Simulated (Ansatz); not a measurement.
# SnO2: the cost of one run

All numbers below are computed with Ansatz 0.2.0 (DFT PBE, scalar-relativistic, plane waves, PAW).

3 further runs of the same task are left out: 3 set aside as unsound or not needed.

## 1. Starting point

The cell holds 48 atoms (CO32Sn15): a = 9.410 Å, b = 9.410 Å, c = 9.410 Å, α = 93.02°, β = 118.27°, γ = 118.27°.

The coordinates of this cell stand in the input of its own run.

The host was relaxed before at PBE: a = 4.827 Å, b = 4.827 Å, c = 3.238 Å, α = 90.00°, β = 90.00°, γ = 90.00° (conventional cell), 12.576 Å³/atom.

Places, in fractions of the supercell: C in place of Sn at (0.500, 0.375, 0.375). The start keeps the symmetry of the ideal site.

## 2. Band edges of the host over the zone

input.yaml reads:

```yaml
crystal:
  lattice:
    - [4.8271899931, 0.0, 0.0]
    - [0.0, 4.8271899931, 0.0]
    - [0.0, 0.0, 3.2381523548]
  atoms:
    - { symbol: Sn, position: [0.5, 0.5, 0.5] }
    - { symbol: Sn, position: [0.0, 0.0, 0.0] }
    - { symbol: O, position: [0.1934234795, 0.8065765205, 0.5] }
    - { symbol: O, position: [0.8065765205, 0.1934234795, 0.5] }
    - { symbol: O, position: [0.3065765205, 0.3065765205, 0.0] }
    - { symbol: O, position: [0.6934234795, 0.6934234795, 0.0] }
basis:
  ecutwfc: 420
  xc_grid: 2
kpoints:
  mp_grid: { grid: [6, 6, 8] }
  band_path: { path: [VBM, CBM], npoints: 2 }
hamiltonian:
  xc: pbe
scf:
  occupations: { method: gaussian, width: 0.02 }
output:
  forces: true
  stress: true
  eigenvalues: true
```

Launch:

```bash
ansatz run input.yaml --threads 8 --pin off --max-ram 16384MiB --backend cpu --events-out ev --progress --plain --runs-dir out
```

What time and memory should one allow on 8 threads of Arm Neoverse V1, shared host?

About 2.2 s, with a peak of 0.49 GiB.
